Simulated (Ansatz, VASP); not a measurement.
# GaSb in two plane-wave programs

One calculation is typed for both programs; each brings its own data sets and cutoff. How far apart do they land?

Method: plane waves, with VASP 6.6.1 beside it; single point at PBE, single point at r2SCAN and single point at PBE, spin-orbit coupling, in Ansatz 0.2.0.

The database entry behind the starting cell differs from later determinations by our own check (about 0.4 % long), so it need not match the best structure at ambient conditions.

### 1. The starting structure

It takes space group F-43m (No. 216, cubic). Conventional cell: a = 6.118 Å, b = 6.118 Å, c = 6.118 Å, α = 90.00°, β = 90.00°, γ = 90.00°. Nearest to Sb lie 4 Ga at 2.65 Å. Nearest to Ga lie 4 Sb at 2.65 Å. Farther neighbours are not listed.

As a file:

```cif
data_structure
_symmetry_space_group_name_H-M 'F-43m'
_symmetry_Int_Tables_number 216
_cell_length_a 6.1180
_cell_length_b 6.1180
_cell_length_c 6.1180
_cell_angle_alpha 90.000
_cell_angle_beta 90.000
_cell_angle_gamma 90.000
_cell_volume 229.00
loop_
_atom_site_label
_atom_site_type_symbol
_atom_site_symmetry_multiplicity
_atom_site_Wyckoff_symbol
_atom_site_fract_x
_atom_site_fract_y
_atom_site_fract_z
_atom_site_occupancy
Sb1 Sb 4 c 0.25000 0.25000 0.25000 1
Ga1 Ga 4 a 0.00000 0.00000 0.00000 1
```

### 2. VASP: single point, PBE

With cell and atoms fixed, the geometry can't cause a difference; cores, projectors, grids and the points listed under the comparison can.

Lines of VASP's logs that name or quote its potential files are left out, and so is its time.

File INCAR:

```
SYSTEM = GaSb
PREC = Accurate
ENCUT = 400
EDIFF = 1E-07
NELM = 100
ISMEAR = 0
SIGMA = 0.05
LREAL = .FALSE.
ALGO = Normal
GGA = PE
NBANDS = 15
LORBIT = 11
LWAVE = .FALSE.
LCHARG = .FALSE.
KPAR = 4
```

File POSCAR:

```
GaSb
1.0
    0.0000000000      3.0590000000      3.0590000000
    3.0590000000      0.0000000000      3.0590000000
    3.0590000000      3.0590000000      0.0000000000
Sb Ga
1 1
Direct
    0.7500000000      0.7500000000      0.7500000000
    0.0000000000      0.0000000000      0.0000000000
```

File KPOINTS:

```
Automatic mesh
0
Gamma
6 6 6
0 0 0
```

The projector-augmented-wave data sets are Sb and Ga_d (PBE family, release 64).

Launch:

```bash
mpirun -np 4 vasp_std
```

Numbers of over 12 decimals in the logs are rounded to 6 here.

The program printed:

```text
[banner, memory and clock lines left out]
running    4 mpi-ranks, on    1 nodes
 distrk:  each k-point on    1 cores,    4 groups
 distr:  one band on    1 cores,    1 groups

 POSCAR found type information on POSCAR SbGa
 POSCAR found :  2 types and       2 ions
 LDA part: xc-table for (Slater+PW92), standard interpolation
 POSCAR, INCAR and KPOINTS ok, starting setup
 FFT: planning ... GRIDC
 FFT: planning ... GRID_SOFT
 FFT: planning ... GRID
 WAVECAR not read
 entering main loop
       N       E                     dE             d eps       ncg     rms          rms(c)
DAV:   1     0.737849935203E+02    0.73785E+02   -0.76768E+03   480   0.126E+03
DAV:   2    -0.193186472320E+01   -0.75717E+02   -0.73283E+02   543   0.273E+02
DAV:   3    -0.728355577969E+01   -0.53517E+01   -0.53416E+01   578   0.619E+01
DAV:   4    -0.737434882339E+01   -0.90793E-01   -0.90780E-01   578   0.916E+00
DAV:   5    -0.737682063949E+01   -0.24718E-02   -0.24718E-02   630   0.132E+00    0.321E+00
DAV:   6    -0.732977007344E+01    0.47051E-01   -0.67132E-02   683   0.412E+00    0.192E+00
DAV:   7    -0.731659263846E+01    0.13177E-01   -0.40908E-02   557   0.166E+00    0.365E-01
DAV:   8    -0.731763066411E+01   -0.10380E-02   -0.46182E-03   631   0.810E-01    0.834E-02
DAV:   9    -0.731813193920E+01   -0.50128E-03   -0.67774E-04   529   0.227E-01    0.326E-02
DAV:  10    -0.731817593635E+01   -0.43997E-04   -0.49015E-05   592   0.466E-02    0.929E-03
DAV:  11    -0.731819393208E+01   -0.17996E-04   -0.23621E-05   529   0.309E-02    0.605E-03
DAV:  12    -0.731819491758E+01   -0.98550E-06   -0.17273E-06   627   0.899E-03    0.954E-04
DAV:  13    -0.731819473053E+01    0.18706E-06   -0.48022E-08   436   0.225E-03    0.155E-04
DAV:  14    -0.731819477987E+01   -0.49341E-07   -0.16195E-08   429   0.123E-03
   1 F= -.73181948E+01 E0= -.73180043E+01  d E =-.381035E-03
```

Parts of OUTCAR (step 2):

```text
ion  position               nearest neighbor table
   1  0.750  0.750  0.750-   2 2.65   2 2.65   2 2.65   2 2.65
   2  0.000  0.000  0.000-   1 2.65   1 2.65   1 2.65   1 2.65

  LATTYP: Found a face centered cubic cell.
 ALAT       =     6.1180000000

 Subroutine GETGRP returns: Found 24 space group operations
 (whereof 24 operations were pure point group operations)

The static configuration has the point symmetry T_d .

 Found     16 irreducible k-points:

   k-points           NKPTS =     16   k-points in BZ     NKDIM =     16   number of bands    NBANDS=     15

   dimension x,y,z NGX =    28 NGY =   28 NGZ =   28
   dimension x,y,z NGXF=    56 NGYF=   56 NGZF=   56

   ENCUT  =  400.0 eV  29.40 Ry    5.42 a.u.   7.05  7.05  7.05*2*pi/ulx,y,z

   NELECT =      18.0000    total number of electrons

 k-points in reciprocal lattice and weights: Automatic mesh
   0.00000000  0.00000000  0.00000000       0.005
   0.16666667  0.00000000  0.00000000       0.037
   0.33333333  0.00000000  0.00000000       0.037
   0.50000000  0.00000000  0.00000000       0.019
   0.16666667  0.16666667  0.00000000       0.028
   0.33333333  0.16666667  0.00000000       0.111
   0.50000000  0.16666667  0.00000000       0.111
  -0.33333333  0.16666667  0.00000000       0.111
  -0.16666667  0.16666667  0.00000000       0.056
[...]
-0.33333333  0.33333333  0.16666667       0.111
  -0.33333333  0.50000000  0.16666667       0.056

 average (electrostatic) potential at core
       1 -87.6378       2 -65.7008

 E-fermi :   4.9123

 k-point     1 :       0.0000    0.0000    0.0000
  band No.  band energies     occupation
    ...
      6      -6.5996      2.00000
      7       4.8788      1.65566
      8       4.8788      1.65566
      9       4.8788      1.65565
     10       4.9108      1.03303
     11       7.6468      0.00000
     12       7.6468      0.00000
     13       7.6468      0.00000
     14      10.6853      0.00000
     15      13.4657      0.00000

 k-point     2 :       0.1667    0.0000    0.0000
  band No.  band energies     occupation
    ...
      5     -10.1148      2.00000
      6      -6.3177      2.00000
      7       2.1718      2.00000
      8       4.4753      2.00000
      9       4.4753      2.00000
     10       5.8857      0.00000
     11       8.1888      0.00000
     12       8.1888      0.00000
     13       8.8287      0.00000
     14      11.9181      0.00000
    ...

 k-point     3 :       0.3333    0.0000    0.0000
  band No.  band energies     occupation
    ...
      5     -10.1149      2.00000
      6      -5.5659      2.00000
      7      -0.3007      2.00000
      8       3.9313      2.00000
      9       3.9313      2.00000
     10       5.4671      0.00000
     11       8.6371      0.00000
     12       8.6372      0.00000
     13      11.3160      0.00000
     14      11.9220      0.00000
    ...

  Total        0.8231443      0.8231443      0.8231443      0.0000000      0.0000000      0.0000000
  in kB       23.0365858     23.0365858     23.0365858      0.0000000      0.0000000      0.0000000
  external PRESSURE =      23.0365858 kB  Pullay stress =       0.0000000 kB

  energy-cutoff  :      400.00
  volume of cell :       57.25
      direct lattice vectors                 reciprocal lattice vectors
     0.000000000  3.059000000  3.059000000    -0.163452109  0.163452109  0.163452109
     3.059000000  0.000000000  3.059000000     0.163452109 -0.163452109  0.163452109
     3.059000000  3.059000000  0.000000000     0.163452109  0.163452109 -0.163452109

 POSITION                                       TOTAL-FORCE (eV/Angst)
 -----------------------------------------------------------------------------------
      4.58850      4.58850      4.58850         0.000000      0.000000      0.000000
      0.00000      0.00000      0.00000        -0.000000     -0.000000     -0.000000
 -----------------------------------------------------------------------------------
    total drift:                               -0.000004     -0.000004     -0.000004

  FREE ENERGIE OF THE ION-ELECTRON SYSTEM (eV)
  ---------------------------------------------------
  free  energy   TOTEN  =        -7.3181947799 eV

  energy  without entropy=       -7.3178137448  energy(sigma->0) =       -7.31800426

 total charge
# of ion       s       p       d       tot
------------------------------------------
    1        1.126   1.347   0.027   2.500
    2        0.905   0.769   9.963  11.637
--------------------------------------------------
tot          2.030   2.117   9.990  14.137

[... 3 further parts left out ...]
```

The run ends at a pressure of 2.30 GPa.

### 3. Ansatz: single point, PBE

Ansatz runs on its default PAW (the set named soft_2) files.

The same cell, functional, mesh and smearing now go to Ansatz, which takes its cutoff from its data sets.

File input.yaml:

```yaml
crystal:
  lattice:
    - [0.0, 3.059, 3.059]
    - [3.059, 0.0, 3.059]
    - [3.059, 3.059, 0.0]
  atoms:
    - { symbol: Sb, position: [0.75, 0.75, 0.75] }
    - { symbol: Ga, position: [0.0, 0.0, 0.0] }
hamiltonian:
  xc: pbe
  pseudopotentials: { kind: paw }
kpoints:
  mp_grid: { grid: [6, 6, 6] }
scf:
  occupations: { method: gaussian, width: 0.05 }
  n_extra_bands: 4
output:
  forces: true
  stress: true
  eigenvalues: true
  write_density: true
  write_potential: true
  elf: true
  volumetric_format: npy
```

Launch:

```bash
ansatz run input.yaml --threads 2 --pin off --max-ram 4608MiB --backend cpu --events-out ev --progress --plain --runs-dir out
```

The program printed:

```text
scf.n_extra_bands = 4 over 14 filled bands (N_el = 28.0): the run solves 18 bands
Engine: ansatz 0.2.0, aarch64-unknown-linux-gnu
Pseudopotentials: kind: paw
Pseudopotential: Sb, paw, valence charge 15, recommended cutoff 420 eV (normal), Sb.paw.azcp
Pseudopotential: Ga, paw, valence charge 13, recommended cutoff 420 eV (normal), Ga.paw.azcp
Functional definition: PBE
  parameter kappa = 0.804
  parameter beta = 0.066725
  exchange = pbe_x(kappa = kappa, mu = beta*pi^2/3)
  correlation = pbe_c(beta = beta)
Crystal: 2 atoms, lattice volume = 57.249 Å³
Basis set: ecut = 420 eV, 1139 PW (Γ), exchange–correlation on 60×60×60 points (8 copies of the dense FFT grid, shifted against one another)
Bands: 18, of which v1, the nominal top of the filled ones, is band 14 counted from 1 (13 counted from 0)
Symmetry: 24 space group operations
Space group: F-43m (ITA 216), of the structure as read, at distance tolerance 3.9e-5 Å
k-points: 16 of 216 (time reversal used)
Non-local potential: Sb, projectors of the file, l = 0: 2, l = 1: 2, l = 2: 2, l = 3: 2
Non-local potential: Ga, projectors of the file, l = 0: 2, l = 1: 2, l = 2: 3, l = 3: 1
PAW form: soft (Blöchl's): semilocal exchange-correlation on the pseudo side does not see the compensation charge
PAW one-centre angular grid: Sb, 590 points (default); XC on 64 Gauss nodes
PAW one-centre angular grid: Ga, 590 points (default); XC on 64 Gauss nodes
Initial density: superposition of atomic densities (neutral atoms: chi_scale 0, normalization atom), corrected by the library's trained network
Initial wavefunctions: pseudopotential atomic-orbital guess
Functional: x = pbe(κ = 0.804, μ = 0.219515), c = pbe(β = 0.066725)
SCF iter   1: F=—  HF=-10267.790978 eV  |F-HF|=—  |Δ(HF+E_count)|=         —  Δρ=1.20e-3  dr2=9.99e-4  ethr=1.77e-3  ⟨swp⟩=6.1  Hψ=1478  notcnv=0
preconditioner: auto → none  [insulator: Δε(μ)=0.371 eV  Ē_g=14.579 eV  σ=0.050 eV  W_gap=0.54  n_scr=14 (ndim 8)  ℏωp=20.8 eV  f_vac=0.091  D(μ)=0.31/eV (n_scr^D=0)  ε∞_Penn≈3.0]
SCF iter   2: F=—  HF=-10267.789695 eV  |F-HF|=—  |Δ(HF+E_count)|=   1.28e-3  Δρ=5.24e-4  dr2=1.78e-4  ethr=3.57e-6  ⟨swp⟩=2.8  Hψ=696  notcnv=0
SCF iter   3: F=—  HF=-10267.789675 eV  |F-HF|=—  |Δ(HF+E_count)|=   1.99e-5  Δρ=2.27e-4  dr2=2.87e-5  ethr=6.34e-7  ⟨swp⟩=2.0  Hψ=433  notcnv=0
SCF iter   4: F=—  HF=-10267.789701 eV  |F-HF|=—  |Δ(HF+E_count)|=   2.62e-5  Δρ=1.18e-4  dr2=7.11e-6  ethr=1.02e-7  ⟨swp⟩=2.0  Hψ=351  notcnv=0
SCF iter   5: F=—  HF=-10267.789709 eV  |F-HF|=—  |Δ(HF+E_count)|=   8.05e-6  Δρ=3.72e-5  dr2=8.60e-7  ethr=2.54e-8  ⟨swp⟩=2.1  Hψ=438  notcnv=0
SCF iter   6: F=-10267.789710 eV  HF=-10267.789710 eV  |F-HF|=1.32e-8  |Δ(HF+E_count)|=   5.18e-7  Δρ=9.64e-6  dr2=3.29e-8  ethr=3.57e-10  ⟨swp⟩=7.0  Hψ=1882  notcnv=0
SCF 1 converged in 6 iterations: F = -10267.789710 eV  dr2 = 3.29e-8
  greatest PAW one-centre occupation: 0.995 electrons in one spin orbital (limit 2), on the Sb atom at site 0 (counted from 0), in its partial waves of l = 2
SCF converged after 6 iterations
Free energy (F): -10267.789710 eV
Harris-Foulkes:  -10267.789710 eV  (|F-HF|=1.32e-8)
Internal energy: -10267.789330 eV  (E = F + TS)
E sigma→0 (E₀):  -10267.789520 eV
Entropy (-TS):   -0.000380 eV (-0.190 meV/atom)
Fermi energy:    7.749402 eV
--- Per-component energies (eV) ---
  E_band       = -260.715561
  E_kinetic    = 323.235198
  E_local      = -3914.075399  (includes V_loc(G=0)·N_el)
  E_nonlocal   = 787.274768
  E_hartree    = 1802.014527
  E_xc         = -207.409651
  E_vxc        = -154.093069  (∫ρ·V_xc dr)
  E_paw        = -6564.909539  (= ΣΔE_a)
  E_vpaw       = -907.075880  (= ΣTr[D̂ρ^β])
  E_aug_tail   = -0.000096  (compensation charges beyond the density's cutoff)
  E_ewald      = -2493.919138
  E_smearing   = -0.000380  (= −TS)
  E_closure    = -0.000000  (closes the sum)
  Σ components = -10267.789710   (vs F -10267.789710, Δ=0.00e0)
--- Forces (eV/Å), atoms counted from 1 ---
  atom   1  Sb     0.00000000    -0.00000000     0.00000000
  atom   2  Ga    -0.00000000     0.00000000     0.00000000
  max |Σ_I F_I| component: 3.70e-17 eV/Å
--- Stress (GPa, compression-positive) ---
        2.366224       0.000000      -0.000000
       -0.000000       2.366224       0.000000
       -0.000000       0.000000       2.366224
  P = ⅓ Tr σ = 2.3662 GPa (23.662 kbar)
--- Band table (eV; the first three rows and the last of 16) ---
  k-point 0: bands = [... 10 lower, -3.7616, 7.7158, 7.7158, 7.7158, 7.7482, 10.4991, 10.4991, 10.4991]
  k-point 1: bands = [... 10 lower, -3.4796, 5.0134, 7.3141, 7.3141, 8.7287, 11.0415, 11.0415, 11.6744]
  k-point 2: bands = [... 10 lower, -2.7278, 2.5454, 6.7716, 6.7716, 8.3115, 11.4925, 11.4925, 14.1663]
  k-point 15: bands = [... 10 lower, -1.2786, 1.0119, 4.5382, 4.7122, 10.2837, 10.5557, 13.8058, 13.8508]
```

Wall time 2.5 s (2 threads of Arm Neoverse N1, shared host); peak memory 0.32 GiB.

The run ends at a pressure of 2.37 GPa.

### 4. Differences

Known differences besides the potentials themselves: the data sets hold 28 valence electrons in Ansatz (default PAW (the set named soft_2) files) and 18 in VASP; the cutoff is 420 eV in Ansatz and 400 eV in VASP; VASP leaves aspherical gradient terms in its spheres out (LASPH is not set), Ansatz keeps them. Total energies have different zeros and are not compared.

Both answers:

| quantity | Ansatz | VASP | difference |
| --- | --- | --- | --- |
| pressure (GPa) | 2.37 | 2.30 | +0.06 |

Ansatz's pressure holds a Pulay correction of 0.04 GPa; VASP's holds none.

### 5. Ansatz: single point, r2SCAN

With cell and atoms fixed, the geometry can't cause a difference; cores, projectors, grids and the points listed under the comparison can.

input.yaml, the sections that differ from step 3:

```yaml
hamiltonian:
  xc: r2scan
  pseudopotentials: { kind: paw }
kpoints:
  mp_grid: { grid: [10, 10, 10] }
output:
  forces: true
  stress: true
  eigenvalues: true
# crystal, scf: as in step 3
```

The program printed:

```text
[...]
Crystal: 2 atoms, lattice volume = 57.249 Å³
Basis set: ecut = 500 eV, 1459 PW (Γ), exchange–correlation on 128×128×128 points (64 copies of the dense FFT grid, shifted against one another)
Bands: 18, of which v1, the nominal top of the filled ones, is band 14 counted from 1 (13 counted from 0)
Symmetry: 24 space group operations
[...]
--- Band table (eV; the first three rows and the last of 47) ---
  k-point 0: bands = [... 10 lower, -4.4062, 7.5195, 7.5195, 7.5195, 7.9850, 10.5125, 10.5125, 10.5125]
  k-point 1: bands = [... 10 lower, -4.2975, 6.0093, 7.3408, 7.3408, 8.8042, 10.7597, 10.7597, 10.9730]
  k-point 2: bands = [... 10 lower, -3.9813, 4.2501, 6.9710, 6.9710, 8.7636, 11.2391, 11.2391, 12.3621]
  k-point 46: bands = [... 10 lower, -1.7602, 0.6192, 4.1099, 4.3204, 10.9361, 11.2433, 13.3243, 13.3440]
[key lines of the parts left out:]
SCF converged after 6 iterations
Free energy (F): -10289.864247 eV
Fermi energy:    7.755127 eV
P = ⅓ Tr σ = 0.3796 GPa (3.796 kbar)
```

It took 11 s on 2 threads; peak memory 0.51 GiB; 21 s of CPU time.

The run ends at a pressure of 0.38 GPa.

### 6. VASP: single point, r2SCAN

The same cell, functional, mesh and smearing now go to VASP, with its own data sets and cutoff.

File INCAR:

```
SYSTEM = GaSb
PREC = Accurate
ENCUT = 400
EDIFF = 1E-07
NELM = 100
ISMEAR = 0
SIGMA = 0.05
LREAL = .FALSE.
ALGO = Normal
METAGGA = R2SCAN
LASPH = .TRUE.
NBANDS = 36
LWAVE = .FALSE.
LCHARG = .FALSE.
KPAR = 4
LOPTICS = .TRUE.
NEDOS = 2000
CSHIFT = 0.1
```

POSCAR is that of step 2.

File KPOINTS:

```
Automatic mesh
0
Gamma
10 10 10
0 0 0
```

Launch:

```bash
mpirun -np 4 vasp_std
```

The program printed:

```text
[banner, memory and clock lines left out]
running    4 mpi-ranks, on    1 nodes
[...]
|                                                                             |
|               ----> ADVICE to this user running VASP <----                  |
|                                                                             |
|     You enforced a specific xc type in the INCAR file but a different       |
|     [... a line on the potential file left out ...]
|     I HOPE YOU KNOW WHAT YOU ARE DOING!                                     |
|                                                                             |

 LDA part: xc-table for (None), standard interpolation
 POSCAR, INCAR and KPOINTS ok, starting setup
[...]
entering main loop
       N       E                     dE             d eps       ncg     rms          rms(c)
DAV:   1     0.959675527789E+02    0.95968E+02   -0.57914E+03  4128   0.540E+02
DAV:   2    -0.237888682000E+02   -0.11976E+03   -0.10473E+03  3560   0.225E+02
DAV:   3    -0.390455944079E+02   -0.15257E+02   -0.15039E+02  4092   0.466E+01
DAV:   4    -0.394314011032E+02   -0.38581E+00   -0.38553E+00  3944   0.797E+00
[...]
DAV:  14    -0.376024829500E+02   -0.42972E-06   -0.17211E-07  3988   0.229E-03    0.721E-04
DAV:  15    -0.376024833597E+02   -0.40977E-06   -0.14343E-08  2384   0.799E-04    0.151E-04
DAV:  16    -0.376024833700E+02   -0.10249E-07   -0.22838E-09  2168   0.428E-04
   1 F= -.37602483E+02 E0= -.37602483E+02  d E =-.497046E-12
 optical routines
 imaginary and real dielectric function
 direction            1
 direction            2
 direction            3
```

Parts of OUTCAR (step 6):

```text
  Total        0.1068585      0.1068585      0.1068585     -0.0000000      0.0000000      0.0000000
  in kB        2.9905515      2.9905515      2.9905515     -0.0000000      0.0000000      0.0000000
  external PRESSURE =       2.9905515 kB  Pullay stress =       0.0000000 kB

 POSITION                                       TOTAL-FORCE (eV/Angst)
 -----------------------------------------------------------------------------------
      4.58850      4.58850      4.58850        -0.000000      0.000000     -0.000000
      0.00000      0.00000      0.00000         0.000000     -0.000000      0.000000
 -----------------------------------------------------------------------------------
    total drift:                                0.000020      0.000020      0.000019

  FREE ENERGIE OF THE ION-ELECTRON SYSTEM (eV)
  ---------------------------------------------------
  free  energy   TOTEN  =       -37.6024833700 eV

  energy  without entropy=      -37.6024833700  energy(sigma->0) =      -37.60248337

[... 1 part as in an earlier step ...]

[... 2 further parts left out ...]
[key lines of the parts left out:]
E-fermi :   4.9027
```

(Continued in part 2 of 2.)

[Lines on the potential files, build, host, timing and source positions are cut from VASP's logs without a mark.]

[Logs are printed without paths, hosts, clocks, repeated set-up lines and the standing remarks that a program may print on its own settings, such as how far it seeks lower states.]

[Hosts, paths, dates, database ids (printed as entryN), source tags and the programs' standing remarks are cut or masked in the printed files.]
